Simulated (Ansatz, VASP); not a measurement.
Given: the input of a run of VASP 6.6.1 on Bi.

INCAR

```
SYSTEM = Bi
PREC = Accurate
ENCUT = 520
EDIFF = 1E-6
ISMEAR = -1
SIGMA = 0.05
LREAL = .False.
LASPH = .True.
NELM = 100
ALGO = Fast
ISIF = 2
LWAVE = .False.
LCHARG = .False.
GGA = PS
NBANDS = 22
```

File KPOINTS:

```
Automatic mesh
0
Gamma
  6 6 9
  0 0 0
```

POSCAR

```
Bi
1.0
    3.5117019713     -3.1533241543      0.0000000000
    3.5117019713      3.1533241543      0.0000000000
   -1.2685811704      0.0000000000      3.1341701374
Bi
2
Direct
    0.7530610000      0.7530610000      0.8573820000
    0.2469390000      0.2469390000      0.1426180000
```

Potentials or basis: VASP PAW PBE potentials, release 64 (Bi_d).

The run is started by

```sh
$ cat potpaw_PBE.64/Bi_d/POTCAR > POTCAR
$ mpirun -np 1 vasp_std > vasp.out
```

Problem. Set up the same calculation for Ansatz 0.2.0. Potentials there: all-electron LAPW, scalar-relativistic.

Solution. As run (the cutoff follows the program's own potentials):

input.yaml

```yaml
crystal:
  lattice:
    - [3.5117019713, -3.1533241543, 0.0]
    - [3.5117019713, 3.1533241543, 0.0]
    - [-1.2685811704, 0.0, 3.1341701374]
  atoms:
    - { symbol: Bi, position: [0.753061, 0.753061, 0.857382] }
    - { symbol: Bi, position: [0.246939, 0.246939, 0.142618] }
kpoints:
  mp_grid: { grid: [6, 6, 9] }
scf:
  occupations: { method: fermi_dirac, width: 0.05 }
hamiltonian:
  xc: pbesol
  pseudopotentials: { kind: all_electron, lapw: { basis_error: 0.001 } }
output:
  forces: true
  stress: true
  eigenvalues: true
```

Potentials or basis: all-electron LAPW, scalar-relativistic.

Run with:

```bash
$ ansatz run input.yaml --threads 1 --pin off --max-ram 3072MiB --backend cpu --events-out ev --progress --plain --runs-dir out
```

Both were run:

|  | VASP | Ansatz | Ansatz less VASP |
| --- | --- | --- | --- |
| gap on the k mesh at the Fermi level (eV) | none | none | - |
| pressure (GPa) | -3.4 | -3.3 | +0.12 |
| largest component of the traceless stress (GPa) | 0.71 | 0.71 | -0.007 |
| rms of the force components (eV/Å) | 0.048 | 0.049 | +0.0013 |

Atom by atom the forces differ by 0.001 eV/Å (rms over components). A gap of «none» marks a metal or a gap that the smearing closes. Ansatz ran all-electron here, so the differences hold the error of VASP's frozen core and of both bases.

Caveats: spin-orbit coupling is left out, which moves the levels of the heavy elements; the PAW data sets were made with another functional, which shifts forces and pressure a little (VASP).
